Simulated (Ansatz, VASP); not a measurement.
## Au in VASP and in Ansatz

```
CELL_PARAMETERS angstrom
2.71126 0.00000 0.00000
0.00000 2.71126 0.00000
0.00000 0.00000 2.71126
ATOMIC_POSITIONS crystal
Au 0.50000 0.50000 0.50000
```

The cell was built by a generator and needn't be a form met in nature.

Alike in both runs: task single point; functional PBE; k mesh 10 × 10 × 10; occupations fermi-dirac, width 0.05 eV; no spin polarisation.

```csv
,VASP,Ansatz
version,VASP 6.6.1,Ansatz 0.2.0
potentials or method,"VASP PAW PBE potentials, release 64 (Au)",Ansatz PAW soft_1
plane-wave cutoff (eV),520,420
valence electrons in the cell,11,19
```

```csv
,VASP,Ansatz,Ansatz less VASP
gap on the k mesh at the Fermi level (eV),none,none,-
pressure (GPa),4.8,5.0,+0.18
```

A gap of «none» marks a metal or a gap that the smearing closes. The two sets of potentials don't hold the same shells in valence.

The runs have no spin-orbit coupling, so splittings on Au are missing.
